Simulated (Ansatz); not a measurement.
**ZnCu (Pm-3m): from the first guess to the electronic structure**

Task: find the zero-pressure cell of ZnCu (Pm-3m) and describe its electrons.

Computed with Ansatz 0.2.0 (DFT PBE, scalar-relativistic, plane waves, PAW, unless a step's input says otherwise).

1 further run of the same task is left out (it didn't finish).

## (1) The system as given

It takes space group Pm-3m (No. 221, cubic). Conventional cell: a = 2.955 Å, b = 2.955 Å, c = 2.955 Å, α = 90.00°, β = 90.00°, γ = 90.00°. Zn (site symmetry m-3m) is surrounded by 8 Cu at 2.56 Å. Around Cu (site symmetry m-3m) lie 8 Zn at 2.56 Å.

As a file:

```xyz
2
Lattice="2.9548 0.0000 0.0000 0.0000 2.9548 0.0000 0.0000 0.0000 2.9548" Properties=species:S:1:pos:R:3 pbc="T T T"
Zn    1.4774    1.4774    1.4774
Cu    0.0000    0.0000    0.0000
```

## (2) The first run

input.yaml

```yaml
crystal:
  lattice:
    - [2.954784125, 0.0, 0.0]
    - [0.0, 2.954784125, 0.0]
    - [0.0, 0.0, 2.954784125]
  atoms:
    - { symbol: Zn, position: [0.5, 0.5, 0.5] }
    - { symbol: Cu, position: [0.0, 0.0, 0.0] }
basis:
  ecutwfc: 420
  ecutrho_ratio: 4
kpoints:
  mp_grid: { grid: [12, 12, 12] }
hamiltonian:
  xc: pbe
scf:
  occupations: { method: gaussian, width: 0.05 }
output:
  forces: true
  stress: true
  eigenvalues: true
```

Launch:

```
$ ansatz run input.yaml --threads 4 --pin off --max-ram 7168MiB --backend cpu --events-out ev --progress --plain --runs-dir out
```

The runs that follow: Next volume: 13.006 Å³/atom; A step to a new volume; Bands and density of states at the final cell.

Q: Predict the outcome of this session. Wanted: space group; conventional cell; volume; pressure; gap; states at the Fermi level; Bader charges.

**Answer**, as computed:

```
                 quantity                                                                      value
              space group                                                            Pm-3m (No. 221)
        conventional cell  a = 2.965 Å, b = 2.965 Å, c = 2.965 Å, α = 90.00°, β = 90.00°, γ = 90.00°
                   volume                                                             13.036 Å³/atom
                 pressure                                                                   0.00 GPa
                      gap                                                               none (metal)
states at the Fermi level                                                       0.51 per eV per cell
            Bader charges                                                       Zn +0.16; Cu -0.16 e
```

What this shows: From the first run shown, the volume went from 12.90 to 13.04 Å³/atom (+1.1 %) in 3 runs, where the pressure is zero within 0.01 GPa. There is no gap at this level of theory; the largest share of the states at the Fermi level is Cu 4s (36 % of the projected weight, then Zn 4s with 33 %). Zn gives up the most charge, +0.16 e by Bader's partition.
